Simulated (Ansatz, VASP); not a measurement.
Nb: VASP beside Ansatz

```
Nb
1.0
     4.97681    0.00000    0.00000
    -2.48841    4.31005    0.00000
     0.00000    0.00000    2.73562
Nb
3
Direct
  0.00000 0.00000 0.00000
  0.33333 0.66667 0.50000
  0.66667 0.33333 0.50000
```

Alike in both runs: task single point; functional LDA; k mesh 9 × 9 × 13; occupations fermi-dirac, width 0.1 eV; no spin polarisation.

|  | VASP | Ansatz |
| --- | --- | --- |
| version | VASP 6.6.1 | Ansatz 0.2.0 |
| potentials or method | VASP PAW LDA potentials, release 64 (Nb_sv) | plane waves (420 eV) with PAW, scalar-relativistic |
| plane-wave cutoff (eV) | 520 | 420 |
| valence electrons in the cell | 39 | 39 |

Ansatz gave:

```
pressure (GPa)                                  : -16.8
largest component of the traceless stress (GPa) : 1.97
```

Q: What did VASP give for the same quantities?

A: Pressure (GPa): -16.9; largest component of the traceless stress (GPa): 1.95.

Ansatz warned: «pseudo_functional_mismatch».

Caveats: so large a pressure means that the cell lies far from this level's equilibrium, or that cutoff or potentials fall short (VASP).
